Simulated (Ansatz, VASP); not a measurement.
# Pb in VASP and in Ansatz

File INCAR:

```
ALGO = Normal
EDIFF = 1E-7
ENCUT = 520
GGA = PE
ISIF = 2
ISMEAR = -1
LASPH = T
LCHARG = T
LELF = T
LREAL = F
LVHAR = T
LWAVE = F
NBANDS = 13
NELM = 80
PREC = Accurate
SIGMA = 0.05
```

Contents of KPOINTS:

```
k-points
0
Gamma
  9 9 9
```

File POSCAR:

```
Pb
1.0
   -2.0669040000      2.0504010000      2.0812470000
    1.9992480000     -1.9374810000      1.9006710000
    1.9910280000      1.8616050000     -1.9683270000
Pb
1
Direct
    0.0046640000     -0.0036750000      0.0031350000
```

input.yaml

```yaml
crystal:
  lattice:
    - [-2.066904, 2.050401, 2.081247]
    - [1.999248, -1.937481, 1.900671]
    - [1.991028, 1.861605, -1.968327]
  atoms:
    - { symbol: Pb, position: [0.004664, -0.003675, 0.003135] }
hamiltonian:
  xc: pbe
  pseudopotentials: { kind: paw }
kpoints:
  mp_grid: { grid: [9, 9, 9] }
scf:
  occupations: { method: fermi_dirac, width: 0.05 }
output:
  forces: true
  stress: true
  eigenvalues: true
```

Change from the starting cell: cell strained at random at fixed volume.

Alike in both runs: task single point; functional PBE; k mesh 9 × 9 × 9; occupations fermi-dirac, width 0.05 eV; no spin polarisation.

|  | VASP | Ansatz |
| --- | --- | --- |
| version | VASP 6.6.1 | Ansatz 0.2.0 |
| potentials or method | VASP PAW PBE potentials, release 64 (Pb_d) | Ansatz PAW |
| plane-wave cutoff (eV) | 520 | 420 |
| valence electrons in the cell | 14 | 14 |

VASP gave:

* gap on the k mesh at the Fermi level (eV): none
* pressure (GPa): 1.4
* largest component of the traceless stress (GPa): 0.44

Q: What did Ansatz give for the same quantities?

A: gap on the k mesh at the Fermi level (eV): none; pressure (GPa): 1.5; largest component of the traceless stress (GPa): 0.44.

A gap of «none» marks a metal or a gap that the smearing closes.

The runs have no spin-orbit coupling, so splittings on Pb are missing.
